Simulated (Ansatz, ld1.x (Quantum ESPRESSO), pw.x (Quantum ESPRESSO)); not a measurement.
**From atom to crystal: TM potential for N**

```
Element                 : nitrogen
Generator               : ld1.x (Quantum ESPRESSO) 7.5
Type                    : norm-conserving Troullier–Martins (Kleinman–Bylander form)
Functional              : PBE
Relativity              : scalar-relativistic
Frozen core             : [He]
Valence charge          : 5
Reference configuration : 2s2 2p3
Partial waves           : 2s (bound): rc 1.05 bohr; 3d channel at 0.45 Ry: rc 1.50 bohr; 2p (bound): rc 1.40 bohr
Local potential         : the p channel
Core correction         : none
```

Atomic tests: cutoffs needed: 60 Ry and 120 Ry (the cutoffs (Ry, on a coarse ladder) from which the occupation-weighted sum of valence levels, in a spherical-Bessel basis at the reference potential, stays within 10 and 1 mRy of its value at 400 Ry); ghost test: no extra level below or beside the all-electron valence levels (s, d, p, f tested) (spherical-Bessel basis up to 400 Ry, 20 bohr box); largest excitation error: +948 meV (all-electron minus pseudo) for 2s1 2p0, out of 7 test configurations.

Crystal test: sc N in pw.x 7.5, no spin, 17³ k-points, Fermi–Dirac smearing 0.01 Ry, cutoffs 145/580 Ry. The reference is all-electron LAPW (Ansatz 0.2.0) with the same functional, mesh and smearing; V0 and B0 come from Birch–Murnaghan fits to the pressures at five volumes. Errors are pseudo minus all-electron; Δ is the rms difference of the E(V) curves that follow from these fits, minima aligned, over ±6 % about the mean V0. Mesh and smearing are coarse, so the numbers serve the comparison and aren't converged zero-temperature values; the lattice is a test structure that the element need not adopt. Spin polarisation is left out.

```csv
V (Å³/atom),P all-electron (GPa),P pseudo (GPa)
6.337,4.71,6.84
6.503,-0.18,1.80
6.670,-4.61,-2.75
6.837,-8.71,-6.94
7.003,-12.52,-10.86
```

All-electron: a0 = 1.866 Å (V0 = 6.50 Å³/atom), B0 = 181.9 GPa.

Pseudopotential: mean pressure error (GPa): +1.88; a0 (Å): 1.873; a0 error (%): +0.36; B0 error (%): +0.3; Δ (meV/atom): 2.8.

**Question.** At the middle volume, how do free energy and pressure move when the wave cutoff is lowered (ecutrho kept at four times it)?

**Answer.**

| cutoff (Ry) | shift of F (meV/atom) | shift of P (GPa) |
| --- | --- | --- |
| 65 | +82.7 | -2.93 |
| 87 | +54.6 | -2.51 |
| 116 | +9.5 | -1.51 |

The run at the middle volume (165 k-points, 6 iterations) took about 16 s on one core of a shared host (Neoverse-V1, 32 threads, 247 GiB, load 16).
